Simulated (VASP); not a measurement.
# AlAu under changes of volume

One of the cells (15.997 Å³/atom); the others are scaled copies at fixed shape and fractional positions:

```xyz
2
Lattice="3.1746 0.0000 0.0000 0.0000 3.1746 0.0000 0.0000 0.0000 3.1746" Properties=species:S:1:pos:R:3 pbc="T T T"
Au    1.5873    1.5873    1.5873
Al    0.0000    0.0000    0.0000
```

The cell comes from a database or a generator and needn't be the stable form of this composition.

```yaml
Program: VASP 6.6.1
Functional: PBEsol
Potentials_or_basis: VASP PAW PBE potentials, release 64 (Au, Al)
Cutoff: 520 eV
k_mesh: 8 × 8 × 8
Occupations: fermi-dirac, width 0.05 eV
Spin: no spin polarisation
```

```csv
volume (Å³/atom),energy over the lowest point (meV/atom),pressure (GPa)
15.357,11.41,5.7
15.677,2.84,2.6
15.997,0.00,-0.1
16.317,2.34,-2.5
16.637,?,?
```

Q: What does the run at 16.637 Å³/atom give?

A: Energy over the lowest point 9.36 meV/atom; pressure -4.6 GPa.

Worked out: A Birch-Murnaghan fit of order 2 (a polynomial in V^(-2/3)) to the other rows has its minimum at 16.01 Å³/atom with B0 = V·E''(V) = 129 GPa. It gives 9.37 meV/atom at 16.637 Å³/atom, against the run's 9.36, and -dE/dV = -4.6 GPa, against -4.6.

Energies are extrapolated to zero smearing.

Caveats: the PAW data sets were made with another functional, which shifts forces and pressure a little.
